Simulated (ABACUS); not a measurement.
The system is MgO.

```
Mg O
1.0
     0.00000    2.09700    2.09700
     2.09700    0.00000    2.09700
     2.09700    2.09700    0.00000
Mg O
1 1
Direct
  0.00000 0.00000 0.00000
  0.50000 0.50000 0.50000
```

The cell is a database's computed one.

- Program: ABACUS 3.10.1
- Task: relaxation of cell and atoms
- Functional: LDA
- Potentials or basis: PseudoDojo NC SR 0.4.1 LDA standard
- Cutoff: 1143 eV
- Density cutoff: 4572 eV
- Basis: plane waves
- k mesh: 9 × 9 × 9
- Occupations: fermi-dirac, width 0.05 eV
- Spin: no spin polarisation

At the start: pressure -3.9 GPa; volume 9.22 Å³/atom.

Q: How do energy, volume and symmetry change on relaxing?

A: Over 3 steps the energy falls by 2.6 meV/atom and the volume is 9.01 Å³/atom (-2.3 %); space group Fm-3m (No. 225, to 0.05 Å).

Step by step:
| step | energy change (eV) | largest force (eV/Å) | pressure (GPa) | volume (Å³) |
| --- | --- | --- | --- | --- |
| 1 | 0.0000 | 0.0000 | -3.90 | 18.44 |
| 2 | -0.0042 | 0.0000 | 1.80 | 17.83 |
| 3 | -0.0052 | 0.0000 | -0.03 | 18.02 |

Final structure:
```cif
data_structure
_symmetry_space_group_name_H-M 'P 1'
_symmetry_Int_Tables_number 1
_cell_length_a 2.9426
_cell_length_b 2.9426
_cell_length_c 2.9426
_cell_angle_alpha 60.000
_cell_angle_beta 60.000
_cell_angle_gamma 60.000
_cell_volume 18.02
loop_
_atom_site_label
_atom_site_type_symbol
_atom_site_fract_x
_atom_site_fract_y
_atom_site_fract_z
_atom_site_occupancy
Mg1 Mg 0.00000 0.00000 0.00000 1
O1 O 0.50000 0.50000 0.50000 1
```
